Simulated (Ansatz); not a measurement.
TiO2:

```
CELL_PARAMETERS angstrom
-4.35076 4.35076 1.88756
4.35076 -4.35076 1.88756
4.35076 4.35076 -1.88756
ATOMIC_POSITIONS crystal
Ti 0.29228 0.99714 0.28943
Ti 0.00286 0.29228 0.29514
Ti 0.99714 0.70772 0.70486
Ti 0.70772 0.00286 0.71057
O 0.49886 0.84922 0.34808
O 0.16166 0.15960 0.32126
O 0.15078 0.49886 0.64965
O 0.15960 0.83834 0.99794
O 0.84040 0.16166 0.00206
O 0.84922 0.50114 0.35035
O 0.83834 0.84040 0.67874
O 0.50114 0.15078 0.65192
```

Measurements of this composition are mostly on another form, of space group No. 141.

- Program: Ansatz 0.2.0
- Task: relaxation of cell and atoms
- Functional: RPBE
- Dispersion: D4
- Potentials or basis: Ansatz PAW
- Cutoff: 420 eV (not typed: the program's choice for these potentials)
- k mesh: 8 × 8 × 8
- Occupations: fermi-dirac, width 0.05 eV
- Spin: no spin polarisation

At the start: volume 11.91 Å³/atom.

Task: Where does the relaxation end?

Result: It ends after 12 steps and the volume is 11.98 Å³/atom (+0.6 %); space group I4/m (No. 87, to 0.05 Å).

The path:
```
step  energy change (eV)  largest force (eV/Å)  volume (Å³)
   1              0.0000                0.3101       142.92
   2             -0.0066                0.1468       143.17
   3             -0.0117                0.0228       143.29
   4             -0.0116                0.0205       143.44
   5             -0.0128                0.0576       143.41
   6             -0.0223                0.0887       143.62
   7             -0.0237                0.0672       143.64
   8             -0.0246                0.0053       143.67
   9             -0.0248                0.0043       143.62
  10             -0.0282                0.0039       143.62
  11             -0.0279                0.0080       143.72
  12             -0.0282                0.0080       143.72
```

Final structure:
```cif
data_structure
_symmetry_space_group_name_H-M 'P 1'
_symmetry_Int_Tables_number 1
_cell_length_a 6.4788
_cell_length_b 6.4788
_cell_length_c 6.4788
_cell_angle_alpha 94.764
_cell_angle_beta 94.764
_cell_angle_gamma 146.501
_cell_volume 143.72
loop_
_atom_site_label
_atom_site_type_symbol
_atom_site_fract_x
_atom_site_fract_y
_atom_site_fract_z
_atom_site_occupancy
Ti1 Ti 0.28954 0.98372 0.27326 1
Ti2 Ti 0.01628 0.28954 0.30582 1
Ti3 Ti 0.98372 0.71046 0.69418 1
Ti4 Ti 0.71046 0.01628 0.72674 1
O1 O 0.49245 0.84736 0.33982 1
O2 O 0.16464 0.15491 0.31955 1
O3 O 0.15264 0.49245 0.64509 1
O4 O 0.15491 0.83536 0.99027 1
O5 O 0.84509 0.16464 0.00973 1
O6 O 0.84736 0.50755 0.35491 1
O7 O 0.83536 0.84509 0.68045 1
O8 O 0.50755 0.15264 0.66018 1
```

Caveat: the plane-wave basis is chosen anew once the cell has moved, so the energies of steps on either side of that aren't comparable; the pressure holds a Pulay correction of +0.6 GPa for the finite cutoff; the PAW data sets come from PBE, with cores solved anew for the run's functional, which leaves a small shift of forces and pressure.
